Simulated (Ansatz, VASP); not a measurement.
SiC2: VASP beside Ansatz

INCAR

```
ALGO     = Normal         # electronic algorithm
EDIFF    = 1E-6           # SCF threshold, eV
EDIFFG   = -0.04          # ionic threshold
ENCUT    = 600            # plane-wave cutoff, eV
GGA      = PE             # functional
IBRION   = 2              # ionic algorithm
ISIF     = 3              # what is computed and relaxed
ISMEAR   = 0              # smearing method
IVDW     = 12             # dispersion correction
LASPH    = T              # aspherical terms in the spheres
LCHARG   = F              # write CHGCAR
LREAL    = F              # projectors in reciprocal space
LWAVE    = F              # write WAVECAR
NELM     = 100            # most SCF steps
NSW      = 90             # ionic steps
PREC     = Accurate       # precision mode
SIGMA    = 0.1            # smearing width, eV
```

The input KPOINTS:

```
k-points
0
Gamma
  6 6 4
```

File POSCAR:

```
SiC2
1.0
    2.8211258000      0.0000000000      0.0000000000
   -1.4105629000      2.4431666100      0.0000000000
    0.0000000000      0.0000000000      4.8512324000
Si C
1 2
Direct
    0.0000000000      0.0000000000      0.0000000000
    0.3333333300      0.6666666700      0.7604702700
    0.6666666700      0.3333333300      0.2395297300
```

Input for Ansatz:

```yaml
crystal:
  lattice:
    - [2.8211258, 0.0, 0.0]
    - [-1.4105629, 2.44316661, 0.0]
    - [0.0, 0.0, 4.8512324]
  atoms:
    - { symbol: Si, position: [0.0, 0.0, 0.0] }
    - { symbol: C, position: [0.33333333, 0.66666667, 0.76047027] }
    - { symbol: C, position: [0.66666667, 0.33333333, 0.23952973] }
basis:
  ecutwfc: 420
kpoints:
  mp_grid: { grid: [6, 6, 4] }
hamiltonian:
  xc: pbe
  dispersion: d3bj
scf:
  occupations: { method: gaussian, width: 0.1 }
  lower_state_search: "off"
output:
  forces: true
  stress: true
  eigenvalues: true
relax:
  adjacent_minimum: "off"
  f_tol: 0.04
  max_steps: 70
  cell: { stress_tol: 0.4 }
```

Alike in both runs: task relaxation of cell and atoms; functional PBE; dispersion D3(BJ); k mesh 6 × 6 × 4; occupations gaussian, width 0.1 eV; no spin polarisation.

|  | VASP | Ansatz |
| --- | --- | --- |
| version | VASP 6.6.1 | Ansatz 0.2.0 |
| potentials or method | VASP PAW PBE potentials, release 64 (Si, C) | scalar-relativistic, plane waves, PAW |
| plane-wave cutoff (eV) | 600 | 420 |
| valence electrons in the cell | 12 | 12 |

Ansatz gave:

```
gap on the k mesh at the Fermi level, each at its own relaxed structure (eV) : none
relaxed volume (Å³/atom)                                                     : 12.42
relaxed cell length with the largest relative difference (Å)                 : 7.065
energy change over the relaxation (meV/atom)                                 : -2013
```

Problem. Estimate VASP's values.

Solution. gap on the k mesh at the Fermi level, each at its own relaxed structure (eV): none; relaxed volume (Å³/atom): 11.78; relaxed cell length with the largest relative difference (Å): 6.699; energy change over the relaxation (meV/atom): -1995.

A gap of «none» marks a metal or a gap that the smearing closes. One of these differences is far larger than is usual between the two programs; its cause wasn't traced. Ansatz warned: «dispersion_switch_in_reach».

Caveats: the k mesh is coarse (spacing up to 0.43 Å⁻¹), so the values aren't converged; pairwise dispersion overbinds metals, which lowers pressure and volume.
